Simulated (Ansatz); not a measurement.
KNbO₃ (started from an entry of an open crystallographic database) at its r2SCAN geometry, run in the plane-wave code Ansatz at 2 levels of theory. (Simulation; spin polarisation is off.)

The r2SCAN input:
```yaml
crystal:
  lattice:
    - [3.9752400318, 0.0, 0.0]
    - [0.0, 3.9752400318, 0.0]
    - [0.0, 0.0, 4.1072937513]
  atoms:
    - { symbol: K, position: [0.0, 0.0, 0.0144838333] }
    - { symbol: Nb, position: [0.5, 0.5, 0.4972312471] }
    - { symbol: O, position: [0.5, 0.5, 0.0479570707] }
    - { symbol: O, position: [0.5, 0.0, 0.5411639245] }
    - { symbol: O, position: [0.0, 0.5, 0.5411639245] }
kpoints:
  mp_grid: { grid: [6, 6, 6] }
  band_path:
    path:
      - [0.0, 0.0, 0.0]
      - [0.0, 0.5, 0.0]
      - [0.5, 0.5, 0.0]
      - [0.0, 0.0, 0.5]
      - [0.0, 0.5, 0.5]
      - [0.5, 0.5, 0.5]
      - [0.0, 0.0, 0.1]
    npoints: 1
hamiltonian:
  xc: r2scan
scf:
  occupations: { method: fixed }
  n_extra_bands: 5
output:
  forces: true
  stress: true
  eigenvalues: true
```

Main results, then, where recorded, the levels near the gap in eV from the Fermi energy (columns number the bands from 0), one row a point of the path (Γ, X, M, Z, R, A, Γ–Z (0.20)):
```
Crystal: 5 atoms, lattice volume = 64.906 Å³
Symmetry: 8 space group operations
Space group: P4mm (ITA 99)
```
```
Basis set: ecut = 500 eV, 1655 PW (Γ)
k-points: 40 of 216 (time reversal used)
SCF converged after 8 iterations
Free energy (F): -7817.935904 eV
Fermi energy:    7.970223 eV
--- Forces (eV/Å), atoms counted from 1 ---
  atom   1  K       0.00000      0.00000    -0.00193
  atom   2  Nb      0.00000      0.00000    -0.00040
  atom   3  O       0.00000      0.00000    -0.00014
  atom   4  O       0.00000      0.00000      0.00133
  atom   5  O       0.00000      0.00000      0.00133
--- Stress (GPa, compression-positive) ---
        0.011919       0.000000       0.000000
        0.000000       0.011919       0.000000
        0.000000       0.000000       0.005444
  P = ⅓ Tr σ = 0.0098 GPa (0.098 kbar)
```
```tsv
band_15	band_16	band_17	band_18	band_19	band_20	band_21	band_22
-1.739	-1.286	-1.231	-0.905	-0.905	2.003	2.776	2.776
-2.235	-2.106	-1.682	-1.649	-1.320	2.863	4.568	4.722
-3.044	-1.726	-1.594	-1.594	-0.030	4.742	4.742	5.675
-2.068	-2.068	-1.658	-0.870	-0.870	2.096	4.595	4.595
-2.837	-1.532	-1.528	-1.492	-0.308	4.605	4.629	5.507
-3.938	-3.938	-0.274	-0.274	0.000	5.610	5.610	5.728
-1.794	-1.380	-1.324	-0.894	-0.894	2.011	2.952	2.952
```

r2SCAN gives an indirect gap of 2.00 eV, from A to Γ; the least direct gap is 2.91 eV at Γ–Z (0.20 of the way from Γ).

r2SCANh. Against the first input these blocks differ (the band path and keys that only write files left aside):
```yaml
kpoints:
  mp_grid: { grid: [4, 4, 4] }
hamiltonian:
  xc: r2scanh
```

```
Basis set: ecut = 500 eV, 1655 PW (Γ)
k-points: 18 of 64 (time reversal used)
hybrid outer 1: dexx = +1.302e-3 eV, tail = 8.99e-7 eV
hybrid outer 2: dexx = +6.382e-9 eV, tail = 2.23e-9 eV, Δε = 5.42e-4 eV, ΔF = 2.40e-3 eV/Å
hybrid SCF converged: 2 outer / 10 inner (+5 warm-up)
Free energy (F): -7816.941747 eV
Fermi energy:    7.437448 eV
--- Forces (eV/Å), atoms counted from 1 ---
  atom   1  K       0.00000      0.00000    -0.00643
  atom   2  Nb      0.00000      0.00000    -0.23572
  atom   3  O       0.00000      0.00000      0.22026
  atom   4  O       0.00000      0.00000      0.01102
  atom   5  O       0.00000      0.00000      0.01102
--- Stress (GPa, compression-positive) ---
       -1.807614       0.000000       0.000000
        0.000000      -1.807614       0.000000
        0.000000       0.000000      -1.809473
  P = ⅓ Tr σ = -1.8082 GPa (-18.082 kbar)
```
```tsv
band_15	band_16	band_17	band_18	band_19	band_20	band_21	band_22
-1.771	-1.315	-1.258	-0.914	-0.914	2.765	3.550	3.550
-2.307	-2.166	-1.714	-1.689	-1.351	3.642	5.436	5.590
-3.132	-1.788	-1.634	-1.634	-0.030	5.611	5.611	6.609
-2.137	-2.137	-1.702	-0.884	-0.884	2.862	5.459	5.459
-2.912	-1.581	-1.574	-1.548	-0.311	5.475	5.495	6.421
-4.059	-4.059	-0.277	-0.277	0.000	6.528	6.528	6.662
-1.831	-1.412	-1.355	-0.904	-0.904	2.775	3.733	3.733
```

r2SCANh gives an indirect gap of 2.77 eV, from A to Γ; the least direct gap is 3.68 eV at Γ–Z (0.20 of the way from Γ). With the atoms held, the mean pressure is -1.8 GPa (compression positive). (The program warns that its thresholds are loose for a hybrid's stress.)

The hybrids run on coarser meshes, which limits their stresses and small splittings of levels.

Totals of different functionals can't be compared.

The runs are scalar-relativistic, without spin-orbit coupling.

The meshes of the hybrids are coarse, so their gaps aren't converged to the digits shown.
